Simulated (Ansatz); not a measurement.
**Ni: how the settings move a single-point run**

Question: which choices in the input matter for Ni?

Program: Ansatz 0.2.0. Level of theory: reference: DFT, PBE, PAW with Ansatz's default frozen-core files, scalar-relativistic. These are calculated values, not measurements.

## 1. The structure to begin with

The structure is cubic, space group Im-3m (No. 229). Conventional cell: a = 2.767 Å, b = 2.767 Å, c = 2.767 Å, α = 90.00°, β = 90.00°, γ = 90.00°. Ni (site symmetry m-3m) has 8 Ni at 2.40 Å as nearest neighbours.

Coordinates:

```cif
data_structure
_symmetry_space_group_name_H-M 'Im-3m'
_symmetry_Int_Tables_number 229
_cell_length_a 2.7674
_cell_length_b 2.7674
_cell_length_c 2.7674
_cell_angle_alpha 90.000
_cell_angle_beta 90.000
_cell_angle_gamma 90.000
_cell_volume 21.19
loop_
_atom_site_label
_atom_site_type_symbol
_atom_site_symmetry_multiplicity
_atom_site_Wyckoff_symbol
_atom_site_fract_x
_atom_site_fract_y
_atom_site_fract_z
_atom_site_occupancy
Ni1 Ni 2 a 0.00000 0.00000 0.00000 1
```

## 2. Reference

Contents of input.yaml:

```yaml
crystal:
  lattice:
    - [-1.38371547, 1.38371547, 1.38371547]
    - [1.38371547, -1.38371547, 1.38371547]
    - [1.38371547, 1.38371547, -1.38371547]
  atoms:
    - { symbol: Ni, position: [0.0, 0.0, 0.0], spin: 0.6, spin_axis: [1.0, 0.0, 0.0] }
magnetization:
  noncollinear: true
  spin_spiral: { q: [0.0, 0.0, 0.0] }
kpoints:
  mp_grid: { grid: [16, 16, 16] }
scf:
  occupations: { method: fermi_dirac, width: 0.05 }
  lower_state_search: "off"
hamiltonian:
  xc: pbe
  pseudopotentials: { kind: paw }
output:
  eigenvalues: false
```

Run with:

```
> ansatz run input.yaml --threads 2 --pin off --max-ram 5120MiB --backend cpu --events-out ev --progress --plain --runs-dir out
```

## 3. Changing settings: mp_grid.grid [8, 8, 8]

input.yaml: that of step 2 with these lines changed.

```diff
@@ -11,3 +11,3 @@
 kpoints:
-  mp_grid: { grid: [16, 16, 16] }
+  mp_grid: { grid: [8, 8, 8] }
 scf:
```

What does the calculation give? Wanted: for each run, ending; energy change; abs. moment.

**Answer**, as computed:

```csv
run,ending,energy change,abs. moment (μB),cycles,time
reference,converged,0,0.60,14,12 s
"1: mp_grid.grid [8, 8, 8]",converged,+4.7 meV/atom,0.62,15,2.7 s
```

Residual by cycle in the longest SCF loop of each run; runs are numbered as in the table. The quantity is the density residual dr2, in eV.

```csv
cycle,reference,run 1
1,0.0601,0.0706
2,0.00231,0.00336
4,1.9e-4,7.4e-5
5,1.9e-4,2.2e-4
6,2.6e-7,2.1e-6
7,1.5e-6,2.3e-6
9,2.7e-8,6.5e-8
10,2.1e-5,1.7e-5
11,8.1e-4,0.00141
12,1.1e-8,2.3e-8
14,7.6e-10,1.3e-9
15,-,1.3e-12
```

**Reading.** Changing the k-point mesh moves the energy by +4.7 meV/atom. The energy is not variational in the mesh, so the sign tells nothing. Cost: 15 SCF cycles against 14, 2.7 s against 12 s.
